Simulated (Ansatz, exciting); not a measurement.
## One calculation of Na3Cl, 3 ways

```xyz
4
Lattice="3.4864 0.0000 0.0000 0.0000 3.4864 0.0000 0.0000 0.0000 9.4870" Properties=species:S:1:pos:R:3 pbc="T T T"
Cl    0.0000    0.0000    0.0000
Na    1.7432    1.7432    1.6539
Na    1.7432    1.7432    7.8331
Na    0.0000    0.0000    4.7435
```

The cell comes from a database or a generator and needn't be the stable form of this composition.

Alike in all runs: task single point; functional PBEsol; k mesh 8 × 8 × 3; occupations fermi-dirac, width 0.05 eV; no spin polarisation; no spin-orbit coupling. Pressure is positive in compression and, in plane waves, holds the error of the finite cutoff, which Ansatz's Pulay term estimates and takes out.

```tsv
program and potentials	plane-wave cutoff (eV)	notes	pressure (GPa)	largest force (eV/Å)
Ansatz, Ansatz PAW	420	potentials made for PBE, which Ansatz adapts in part	?	?
exciting, all-electron LAPW+lo, shipped species files, valence relativity iora*	-	-	-	0.062
Ansatz, all-electron LAPW, scalar-relativistic	-	-	0.11	0.070
```

Question: Estimate from the other rows what the run with Ansatz, Ansatz PAW gave.

Answer: Pressure 0.10 GPa; largest force 0.070 eV/Å. The other rows, which needn't bracket it: pressure 0.11; largest force 0.062 to 0.070.
